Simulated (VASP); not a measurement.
Input of a VASP 6.6.1 run:

INCAR

```
SYSTEM = H
PREC = Accurate
ENCUT = 520
EDIFF = 1E-6
ISMEAR = 0
SIGMA = 0.05
LREAL = .FALSE.
LASPH = .TRUE.
NELM = 60
ALGO = Normal
ISIF = 2
LWAVE = .FALSE.
LCHARG = .FALSE.
GGA = PS
NBANDS = 6
```

Contents of KPOINTS:

```
regular mesh
0
G
  12 12 30
  0 0 0
```

File POSCAR:

```
H
1.0
    2.6496387389      0.0000000000      0.0000000000
    0.0000000000      2.6496387389      0.0000000000
    0.0000000000      0.0000000000      0.9804929200
H
1
Direct
    0.0000000000      0.0000000000      0.5000000000
```

Potentials or basis: VASP PAW PBE potentials, release 64 (H).

Run with:

```sh
$ cat potpaw_PBE.64/H/POTCAR > POTCAR
$ mpirun -np 1 vasp_std > vasp.out
```

Problem. Predict the pressure.

Solution. 1.6 GPa.

Problem. What does it give for the band gap on the k mesh?

Solution. None (metal or under the smearing width).

Stress tensor (GPa, compression positive):
```
1.25 0.00 0.00
0.00 1.25 0.00
0.00 0.00 2.42
```

Caveat: the PAW data sets were made with another functional, which shifts forces and pressure a little.
